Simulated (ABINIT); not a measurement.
The system is Ir.

```
CELL_PARAMETERS angstrom
0.00000 1.91560 1.91560
1.91560 0.00000 1.91560
1.91560 1.91560 0.00000
ATOMIC_POSITIONS crystal
Ir 0.00000 0.00000 0.00000
```

Base run:

```yaml
Program: ABINIT 10.8.3 (patched build)
Functional: revPBE
Potentials_or_basis: JTH PAW PBE v2.0
Cutoff: 463 eV
k_mesh: 12 × 12 × 12
Occupations: fermi-dirac, width 0.05 eV
Spin: spin-orbit coupling, no magnetisation
```

Its results: band gap on the k mesh none (metal or under the smearing width); pressure 16.0 GPa.

Task: The run is repeated on the same cell with these changes: functional from revPBE to rPW86PBE. What comes out?

Result: Band gap on the k mesh none (metal or under the smearing width); pressure 29.9 GPa.

Caveats: so large a pressure means that the cell lies far from this level's equilibrium, or that cutoff or potentials fall short (some runs); the potentials were made for another functional, which shifts forces and pressure (some runs); a pressure of tens of GPa on the cell as given is suspect, and the run, the potentials or the cell itself is likely at fault (some runs); the PAW data sets were made with another functional, which shifts forces and pressure a little (some runs).
